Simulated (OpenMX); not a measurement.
WC (Qusongite), 2 atoms in the cell. The structure is hexagonal, space group P-6m2 (No. 187). The conventional cell has a = 2.907 Å, b = 2.907 Å, c = 2.837 Å, α = 90.00°, β = 90.00°, γ = 120.00°. W (site symmetry -6m2) is surrounded by 6 C at 2.20 Å. C (site symmetry -6m2) has 6 W at 2.20 Å as nearest neighbours. 

```yaml
Program: OpenMX 3.8.5
Task: band structure
Functional: PBE
Potentials_or_basis: OpenMX 2013 PBE set, W7.0-s3p2d2f1, C6.0-s2p2d1, grid cutoff 400 Ry
k_mesh: 7 × 7 × 7
Occupations: fermi-dirac, width 0.05 eV
Spin: no spin polarisation
Mixing_scheme: rmm-diisk
SCF_threshold: 1e-08 Ha
Solver: band
Max_SCF_cycles: 100
```

Potentials or basis: OpenMX 2013 PBE set, W7.0-s3p2d2f1, C6.0-s2p2d1, grid cutoff 400 Ry.

Command:

```sh
$ openmx WC.dat -nt 1 > WC.std
```

Hardware: 1 thread of Intel(R) Xeon(R) Platinum 8259CL CPU @ 2.50GHz (Skylake/Cascade Lake) (shared host).

Problem. How long does it take, and how much memory?

Solution. Wall time 5.4 min on 1 thread of Intel(R) Xeon(R) Platinum 8259CL CPU @ 2.50GHz (Skylake/Cascade Lake) (shared host), peak memory 0.74 GiB. Counts: k points 172, basis 39, scf iterations 16.
